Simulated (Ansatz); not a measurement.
# Two Ansatz runs on CaSe

The cell is COD entry 1010880, as deposited and not checked against the literature; nothing was relaxed. It is an old determination, and later ones may differ.

First run: DFT, PBE, all-electron LAPW, Dirac equation with spin-orbit coupling (Ansatz 0.2.0).

Command: `ansatz run input.yaml --threads 1 --pin off --max-ram 2048MiB --backend cpu --events-out ev --progress --plain --runs-dir out` The run took 26 s on 1 thread of Intel(R) Xeon(R) 6975P-C (Granite Rapids), with other jobs on the host, peak memory 0.49 GiB.

```yaml
crystal:
  lattice:
    - [0.0, 2.956, 2.956]
    - [2.956, 0.0, 2.956]
    - [2.956, 2.956, 0.0]
  atoms:
    - { symbol: Ca, position: [0.0, 0.0, 0.0] }
    - { symbol: Se, position: [0.5, 0.5, 0.5] }
kpoints:
  mp_grid: { grid: [7, 7, 7] }
  band_path:
    path:
      - [0.0, 0.0, 0.0]
      - [0.5, 0.0, 0.5]
      - [0.625, 0.25, 0.625]
      - [0.375, 0.375, 0.75]
      - [0.0, 0.0, 0.0]
      - [0.5, 0.5, 0.5]
      - [0.5, 0.25, 0.75]
      - [0.5, 0.0, 0.5]
    npoints: 5
scf:
  occupations: { method: fermi_dirac, width: 0.02 }
hamiltonian:
  xc: pbe
  pseudopotentials: { kind: all_electron, lapw: { basis_error: 0.00025 } }
output:
  forces: true
  stress: true
  eigenvalues: true
magnetization:
  noncollinear: true
  spin_orbit: true
```

Result: converged; pressure 1.17 GPa; gap on the k mesh 1.96 eV (the mesh can miss the band edges); 7 SCF iterations.

The input is then changed:

```diff
@@ -8,5 +8,5 @@
     - { symbol: Se, position: [0.5, 0.5, 0.5] }
 kpoints:
-  mp_grid: { grid: [7, 7, 7] }
+  mp_grid: { grid: [7, 7, 7], shift: [0.5, 0.5, 0.5] }
   band_path:
     path:
@@ -22,4 +22,5 @@
 scf:
   occupations: { method: fermi_dirac, width: 0.02 }
+  algorithm: density_mixing
 hamiltonian:
   xc: pbe
```

Task: What does the second run give?

Result: It converged; energy at zero smearing -0.1 meV/atom from the first run; pressure 1.17 GPa; gap on the k mesh 2.14 eV (the mesh can miss the band edges); 7 SCF iterations.

The results part of its log:

```
SCF 1 converged in 7 iterations: F = -84648.356783 eV  dr2 = 2.12e-9
NSCF: frozen V_eff on 36 k-points
SCF converged after 7 iterations
Magnetization: |M| = 0.0000 μB,  M = (+0.0000, +0.0000, +0.0000) μB
Absolute magnetization: 0.0000 μB (∫|m|)
  site 0: m = (+0.0000, +0.0000, +0.0000) μB, |m| = 0.0000 μB  (R = 1.46 Å)
  site 1: m = (+0.0000, +0.0000, +0.0000) μB, |m| = 0.0000 μB  (R = 1.49 Å)
Free energy (F): -84648.356783 eV
Harris-Foulkes:  -84648.356783 eV  (|F-HF|=1.09e-8)
Internal energy: -84648.356783 eV  (E = F + TS)
E sigma→0 (E₀):  -84648.356783 eV
Fermi energy:    8.714204 eV
--- Per-component energies (eV) ---
  E_band       = -3639.858819
  E_kinetic    = 86377.035336
  E_xc         = -3382.413184
  E_electrostatic = -167642.978935  (all electrons and nuclei)
  E_smearing   = -0.000000  (= −TS)
  E_closure    = 0.000000  (closes the sum)
  Σ components = -84648.356783   (vs F -84648.356783, Δ=0.00e0)
  Basis errors (estimates in eV, not in F): energy 1.3e-4 per atom: plane waves 1.2e-4 (5.8e-5 summed), levels above the bands 6.6e-74, relativity 2.5e-8, radial functions 1.0e-5, core shells 3.9e-8; eigenvalues (radial functions only) 4.4e-7; not estimated: angular momenta, meshes, grids; target (lapw.basis_error) 2.5e-4; muffin-tin radii Ca 1.464 Å, Se 1.492 Å
--- Forces (eV/Å), atoms counted from 1 ---
  atom   1  Ca    -0.00000000     0.00000000     0.00000000
  atom   2  Se    -0.00000000     0.00000000     0.00000000
  max |Σ_I F_I| component: 8.31e-29 eV/Å
--- Stress (GPa, compression-positive) ---
        1.166863      -0.002762      -0.002762
       -0.002762       1.166863      -0.002762
       -0.002762      -0.002762       1.166863
  P = ⅓ Tr σ = 1.1669 GPa (11.669 kbar)
--- Band table (eV; the first three rows and the last of 44) ---
  k-point 0: bands = ["-321.9794", "-321.9794", "-318.2918", "-318.2918", "-318.2918", "-318.2918", "-198.5457", "-198.5457", "-142.0124", "-142.0124", "-136.1412", "-136.1412", "-136.1411", "-136.1411", "-38.7769", "-38.7769", "-38.7769", "-38.7769", "-37.8846", "-37.8846", "-37.8846", "-37.8846", "-37.8813", "-37.8813", "-32.1492", "-32.1492", "-13.3956", "-13.3956", "-13.0191", "-13.0191", "-13.0153", "-13.0153", "-4.1601", "-4.1601", "7.1640", "7.1640", "7.5337", "7.5337", "7.6530", "7.6530", "11.1682", "11.1682", "11.3916", "11.3916", "11.3950", "11.3950", "11.4485", "11.4485"]
  k-point 1: bands = ["-321.9794", "-321.9794", "-318.2918", "-318.2918", "-318.2918", "-318.2918", "-198.5457", "-198.5457", "-142.0124", "-142.0124", "-136.1412", "-136.1412", "-136.1411", "-136.1411", "-38.7769", "-38.7769", "-38.7769", "-38.7769", "-37.8846", "-37.8846", "-37.8846", "-37.8846", "-37.8813", "-37.8813", "-32.1475", "-32.1475", "-13.4059", "-13.4059", "-13.0372", "-13.0372", "-13.0182", "-13.0182", "-4.0091", "-4.0091", "6.2818", "6.2818", "7.0733", "7.0733", "7.2934", "7.2934", "11.3460", "11.3460", "11.6004", "11.6004", "11.8090", "11.8090", "12.0738", "12.0738"]
  k-point 2: bands = ["-321.9794", "-321.9794", "-318.2918", "-318.2918", "-318.2918", "-318.2918", "-198.5457", "-198.5457", "-142.0124", "-142.0124", "-136.1412", "-136.1412", "-136.1411", "-136.1411", "-38.7769", "-38.7769", "-38.7768", "-38.7768", "-37.8846", "-37.8846", "-37.8845", "-37.8845", "-37.8812", "-37.8812", "-32.1447", "-32.1447", "-13.4257", "-13.4257", "-13.0679", "-13.0679", "-13.0221", "-13.0221", "-3.7240", "-3.7240", "5.0919", "5.0919", "6.5736", "6.5736", "6.7774", "6.7774", "11.5250", "11.5250", "12.2338", "12.2338", "12.6214", "12.6214", "13.2282", "13.2282"]
  k-point 43: bands = ["-321.9794", "-321.9794", "-318.2918", "-318.2918", "-318.2918", "-318.2918", "-198.5457", "-198.5457", "-142.0124", "-142.0124", "-136.1412", "-136.1412", "-136.1411", "-136.1411", "-38.7769", "-38.7769", "-38.7769", "-38.7769", "-37.8846", "-37.8846", "-37.8845", "-37.8845", "-37.8812", "-37.8812", "-32.1427", "-32.1427", "-13.4416", "-13.4416", "-13.0889", "-13.0889", "-13.0226", "-13.0226", "-3.4949", "-3.4949", "4.3175", "4.3175", "6.3141", "6.3141", "6.5119", "6.5119", "12.1317", "12.1317", "13.0824", "13.0824", "13.1202", "13.1202", "13.1259", "13.1259"]
```
